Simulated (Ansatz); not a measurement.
Na2S:

```
S Na
1.0
     0.00000    3.27350    3.27350
     3.27350    0.00000    3.27350
     3.27350    3.27350    0.00000
S Na
1 2
Direct
  0.00000 0.00000 0.00000
  0.75000 0.75000 0.75000
  0.25000 0.25000 0.25000
```

Base run:

| Property | Result |
| --- | --- |
| Program | Ansatz 0.2.0 |
| Functional | HSE06 form with a typed share of exact exchange |
| Potentials or basis | Ansatz PAW |
| Cutoff | 420 eV (not typed: the program's choice for these potentials) |
| k mesh | 4 × 4 × 4 |
| Occupations | fermi-dirac, width 0.05 eV |
| Spin | no spin polarisation |

Its results: band gap on the k mesh 3.49 eV, direct; pressure -0.3 GPa.

**Question.** After a change of settings the same cell gave: band gap on the k mesh 3.70 eV, direct; pressure -0.4 GPa. Which change was it?
A. share of exact exchange from 0.25 to 0.4
B. share of exact exchange from 0.25 to 0.3
C. share of exact exchange from 0.25 to 0.2
D. share of exact exchange from 0.25 to 0.15

**Answer.** B.

Caveats: the PAW data sets come from PBE, with cores solved anew for the run's functional, which leaves a small shift of forces and pressure; the thresholds are loose for stress.
